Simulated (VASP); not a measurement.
Runs of VASP 6.6.1 on C. The cell holds a slab with vacuum, 2 atoms: a = 2.466 Å, b = 2.466 Å, c = 18.000 Å, α = 90.00°, β = 90.00°, γ = 120.00°. The slab is cut from a database's or a generator's crystal, which needn't be the stable form of the element.

```tsv
level	potentials or basis	k mesh	grid for exact exchange (PRECFOCK)	screening parameter	work function (eV)
PBE+D3(BJ)	VASP PAW PBE potentials, release 64 (C)	15 × 15 × 1	-	-	4.25
r2SCAN	VASP PAW PBE potentials, release 64 (C)	15 × 15 × 1	-	-	4.30
LDA	VASP PAW LDA potentials, release 64 (C)	15 × 15 × 1	-	-	(a)
PBE+D3(BJ)	VASP PAW PBE potentials, release 64 (C)	9 × 9 × 1	-	-	4.25
```

Alike in all rows: task band structure; no spin polarisation; cell as given; cutoff (eV) 520; smearing gaussian 0.03 eV.

Task: Estimate the missing entries.

Result: (a) 4.55.

Not every run made on this cell is shown here.
